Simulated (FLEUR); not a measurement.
# AlAu: density of states with r2SCAN

Crystal: AlAu.

```
CELL_PARAMETERS angstrom
3.22394 0.00000 0.00000
0.00000 3.22394 0.00000
0.00000 0.00000 3.22394
ATOMIC_POSITIONS crystal
Au 0.50000 0.50000 0.50000
Al 0.00000 0.00000 0.00000
```

The cell comes from a database or a generator and needn't be the stable form of this composition.

| Property | Result |
| --- | --- |
| Program | FLEUR MaX-R8.1 (later development tree) |
| Task | density of states |
| Functional | r2SCAN |
| Potentials or basis | all-electron |
| Basis | FLAPW |
| Kmax | 4.32 1/bohr |
| k mesh | 8 × 8 × 8 |
| Occupations | fermi-dirac, width 0.05 eV |
| Spin | no spin polarisation |
| Gmax | 13.4 1/bohr |
| Muffin-tin radii | Au 2.57, Al 2.27 bohr |
| lmax | Au 10, Al 9 |
| lnonsphr | Au 10, Al 9 |
| Local orbitals a species | Au 5, Al 4 |
| Max iterations | 80 |
| Mixing factor | 0.05 |
| Mixer | Anderson |
| Mixer history | 30 |
| Density convergence | 0.0001 me/bohr^3 |

```
Band gap on the k mesh                                : none (metal or under the smearing width)
Valence electrons inside the program's atomic spheres : Au 17.77; Al 9.20 (radii Au 2.57, Al 2.27 bohr)
```

Levels at points of the mesh, in eV from the Fermi level:
```tsv
k point	band 12	band 13	band 14	band 15	band 16	band 17	band 18	band 19
(0.00, 0.00, 0.00)	-4.99	-4.99	-4.99	3.00	3.00	3.00	7.49	7.66
(0.00, 0.00, 0.50)	-5.92	-5.92	-4.88	-3.55	5.96	7.61	7.61	8.51
(0.00, 0.50, 0.50)	-5.70	-4.16	-3.75	-3.75	-1.36	0.93	7.76	11.47
(0.50, 0.50, 0.50)	-4.12	-4.12	-0.06	0.95	0.95	0.95	2.29	3.72
```

States per cell in windows of 1 eV (zero at the Fermi level; states under -8 eV left out):
```csv
from (eV),total,MT:1d,INT,MT:2p,MT:1s,MT:1p,MT:2s
-8.0,1.23,0.65,0.34,0.06,0.07,0.03,0.07
-7.0,3.08,2.26,0.58,0.10,0.05,0.04,0.02
-6.0,4.36,3.64,0.50,0.07,0.05,0.05,0.01
-5.0,1.12,0.81,0.18,0.03,0.03,0.04,0.02
-4.0,0.68,0.36,0.15,0.05,0.06,0.04,0.01
-3.0,0.72,0.27,0.21,0.07,0.06,0.06,0.03
-2.0,0.41,0.11,0.14,0.04,0.04,0.05,0.02
-1.0,0.56,0.12,0.20,0.06,0.06,0.06,0.04
0.0,0.71,0.13,0.23,0.04,0.09,0.06,0.13
1.0,0.90,0.16,0.30,0.10,0.07,0.08,0.15
```

Core levels (eV from the Fermi level):
```csv
atom,levels
1 Au,"1s1/2 -80658.6, 2s1/2 -14218.6, 2p1/2 -13631.5, 2p3/2 -11795.7, 3s1/2 -3354.6, 3p1/2 -3091.3, 3p3/2 -2686.2, 4s1/2 -727.1, 3d3/2 -2250.5, 3d5/2 -2163.5, 4p1/2 -614.9, 4p3/2 -517.7, 4d3/2 -334.5, 4d5/2 -316.5, 4f5/2 -81.6, 4f7/2 -77.7"
2 Al,1s1/2 -1507.9
```

Run time: 48 s on 1 thread of Arm Neoverse V1 (shared host), peak memory 0.08 GiB.

Caveat: the meta-GGA is that of a development version, with a GGA for the radial functions and cores and without core tails. The run has no spin-orbit coupling, so splittings on Au are missing.
